Row 6 looks wrong. In this vibration, as it will be read here, whole layers of carbon move up and down against each other and push straight along the bonds that join them. Such a head-on push on a strong bond ought to give one of the highest frequencies of the crystal. The calculation puts it at 788 cm⁻¹, well below the 912 cm⁻¹ of rows 7 and 8, where the atoms only slide sideways. The puzzle disappears once one counts the bonds and angles that each motion strains, and the same count gives a way to estimate all the frequencies by hand.

SIESTA 5.4.2, OLYP with a TZ basis of numerical atomic orbitals and PseudoDojo 0.4 standard norm-conserving pseudopotentials made with PBE, for hexagonal diamond (4 atoms per cell) at 1.25 times its starting volume. The k mesh is 9×9×5, the mesh cutoff 750 Ry and the Fermi-Dirac smearing 0.05 eV. Phonon q row 1 is the wave vector (0, 0, 0).

```csv
row,phonon q row (row),phonon frequency (cm⁻¹)
1,1,0.0
2,1,0.0
3,1,0.0
4,1,512.2
5,1,512.3
6,1,788.1
7,1,912.0
8,1,912.0
9,1,1065.6
10,1,1065.6
11,1,1075.3
12,1,1095.6
```

The crystal is hexagonal diamond, in which each carbon atom has four neighbours at the corners of a tetrahedron. The cell has been stretched to 1.25 times its starting volume, so the bonds are almost 8 % longer than before, and the numbers belong to this loosened crystal. Three magnitudes are worth keeping in mind for it. The softest sliding motion lies near 500 cm⁻¹, the middle of the range near 900 cm⁻¹, and the stiffest motions crowd together a little above 1000 cm⁻¹.

The listed wave vector is zero, which means that every unit cell moves in the same way. Each sheet of atoms perpendicular to the long axis $c$ therefore moves as a rigid plate. One cell holds four such plates, stacked in a repeating sequence. Neighbouring plates are joined alternately by slanted bonds, three for each atom, and by upright bonds, one for each atom. Two plates joined by slanted bonds form a puckered double layer, and the upright bonds hold the double layers together.

Four plates can move in four patterns, which the symmetry of the crystal keeps apart. All may move together, or double layers may move against each other, or pairs joined by upright bonds may move against each other, or every plate may oppose both its neighbours. Each pattern can run along $c$ or in two equivalent sideways directions. Four patterns times three directions make the twelve rows. The first pattern shifts the whole crystal and costs no energy, hence the three zeros, and each of the other patterns supplies one sideways pair and one single frequency.

Row 6 can now be understood. When double layers move against each other along $c$, only the upright bond of each atom is stretched, one bond out of four. When upright pairs slide sideways against each other, the slanted bonds are strained, two or all three of them according to the direction. Each is pulled at an angle, but together they resist more than the single upright bond does. The angles between the bonds widen the gap further, and in the rule below they add even more to the difference of the squared frequencies than the bonds do. What counts is the sum over all strained bonds and angles, not how squarely one bond is hit.

Stretching alone would leave the sideways sliding of double layers without any restoring force. That motion merely tilts the upright bonds, and to first order a tilt does not change a bond's length. What resists it is the stiffness of the angles between bonds and, in a crystal held stretched like this one, also the tension of the bonds, since a taut bond resists being tilted. The pair near 512 cm⁻¹ gives the two together, and the rule counts both as bending. A rule of thumb therefore needs two constants, one for stretching and one for bending.

Keating's force field is a simple way to bring in both. Let $\hat r$ be the unit vector along a bond and $\delta$ the displacement of the neighbour relative to the atom. A stretched bond costs an energy proportional to $(\hat r\cdot\delta)^2$. Two bonds meeting at an atom cost an energy proportional to $(\hat r_1\cdot\delta_2+\hat r_2\cdot\delta_1)^2$, the squared change of their scalar product. Energies add, and for equal masses and amplitudes the squared frequency is proportional to the energy, so it is squares of frequencies that have to be added.

The stretching shares follow from the tetrahedron, in which a slanted bond has one third of its length along $c$. Moving the upright neighbour along $c$ gives the sum $1$. Moving the three slanted neighbours along $c$ gives $3\times(1/3)^2=1/3$, and moving them sideways gives $4/3$. If the largest of these sums is called one unit $S$, the three motions contain $3/4$, $1/4$ and $1$ unit of stretching.

The bending shares come from the six angles at each atom. Moving the upright neighbour sideways gives $4/3$, which is taken as one unit $B$, and moving it along $c$ gives only $1/3$. For the slanted neighbours a sideways motion again gives $4/3$. Moving them along $c$ changes all six angle terms and gives $3\times1+3\times4/9=13/3$. If all four neighbours move together, the sum is $8/3$ in every direction.

With $\nu$ for the frequency in cm⁻¹, the rule reads:

- double layers sliding sideways: $\nu^2=B$
- double layers moving along $c$: $\nu^2=\tfrac34S+\tfrac14B$
- upright pairs sliding sideways: $\nu^2=S+B$
- upright pairs moving along $c$: $\nu^2=\tfrac14S+\tfrac{13}{4}B$
- every plate against its neighbours, in any direction: $\nu^2=S+2B$

Two frequencies fix the constants. The lower pair gives $B=512^2$, about 262 thousand, and the middle pair gives $S=912^2-512^2$, about 569 thousand. The stretching unit of this rule is thus roughly twice its bending unit. The two pairs are reproduced by construction, while the four other optical frequencies are left as tests.

Row 9 is the easy example. Read as a sideways motion of every plate against its neighbours, it needs $S+2B$. This sum is simply the square of the lower pair plus the square of the middle pair:

$$\nu=\sqrt{512^2+912^2}\approx1046\ \text{cm}^{-1}.$$

The calculation gives 1066 cm⁻¹, so the estimate is 2 % too low. For sideways motion the three pairs are nearly related like the sides of a right-angled triangle, which is easy to remember.

Row 6 is the hard example. In thousands, three quarters of $S$ are 427 and one quarter of $B$ is 66, together 493. The square root of 493 thousand is 702 cm⁻¹, which is 11 % below the calculated 788 cm⁻¹. The rule gets the order right, with this motion above the soft pair and below the middle pair, but it makes the motion too soft.

The single frequency at 1075 cm⁻¹ shows why bending cannot be treated as a small correction. In the assignment used here, upright pairs move against each other along $c$, so that each puckered double layer is flattened and then buckled more strongly. The slanted bonds lie mostly sideways and are hardly stretched, but every angle changes. In the rule, bending supplies most of the squared frequency, and the estimate of 998 cm⁻¹ is 7 % too low. A motion can be stiff with little bond stretching if it forces enough angles to change.

Over the test rows the rule is too low by 2 to 11 % of the calculated frequency, with row 6 the worst. A least-squares fit of both constants to the squares of all nine optical frequencies still leaves row 6 about 10 % too low. The error therefore lies mainly in the form of the rule and not in the choice of the two starting pairs. For a first estimate in this crystal this means trusting a frequency to about a tenth, and not using the rule to order levels that lie closer than that.

The triangle relation shows where the form is too simple. It would hold exactly if each plate felt only its two nearest plates. Along $c$ it fails badly: $\sqrt{788^2+1075^2}\approx1333$ cm⁻¹, whereas the highest single frequency is 1096 cm⁻¹. Plates two steps apart must therefore also act on each other when they move along $c$. The angle terms provide such a coupling, since they link two neighbours of the same atom, but they provide too little of it. A likely reason, untested here, is that stretching one bond also changes the force in the bonds next to it.

The way bending is described matters as well. One can let only the true angle between two bonds cost energy, so that lengthening a bond leaves the bending term unchanged. Calibrated on the same two pairs, this version gives row 6 as 502 cm⁻¹, 36 % too low, although it comes closer than Keating's form for the two highest frequencies. The preference for Keating's form thus rests chiefly on one motion. It also follows that $S$ and $B$ are shares within a chosen form and not properties of carbon that could be carried over to another force field.

The link between motions and frequencies is partly an argument from the model. Symmetry separates pairs from singles, but the order within each group follows from the estimated stiffness. For the two highest singles the choice is open: if they exchange motions, their errors become 3 and 9 % instead of 7 and 5 %. The displacement patterns of the run would settle it, but only the frequencies are listed here. A separate doubt concerns the values themselves, because the basis has no polarisation functions and the pseudopotential was made for a different functional. The order of the values between 1066 and 1096 cm⁻¹ should not be relied on.

The constants also belong to one bond length. Unstretched diamond has its highest frequency near 1300 cm⁻¹, a rough recalled value, and for small changes this frequency falls roughly in inverse proportion to the volume. Carried on to a factor of 1.25, the same proportion gives about 1040 cm⁻¹, close to the top group in the table, so the stretch can account for these low values. For a crystal at another volume the two pairs have to be taken afresh, since stretching and bending need not soften at the same rate.

For a related crystal of one element, the count of strained bonds and angles stays the same as long as the tetrahedra are nearly regular and the layers stack in this way. Heavier atoms lower every frequency as the inverse square root of the mass, and weaker bonds lower them further. If the angles are soft compared with the bonds, the sideways sliding of double layers drops most, because in the rule nothing else holds it. Upright pairs moving along $c$ soften strongly too, and in the rule they fall below double layers moving along $c$ once $B$ is less than a sixth of $S$. With two kinds of atom the plates no longer have equal masses, the patterns mix, and the simple sums lose their basis.
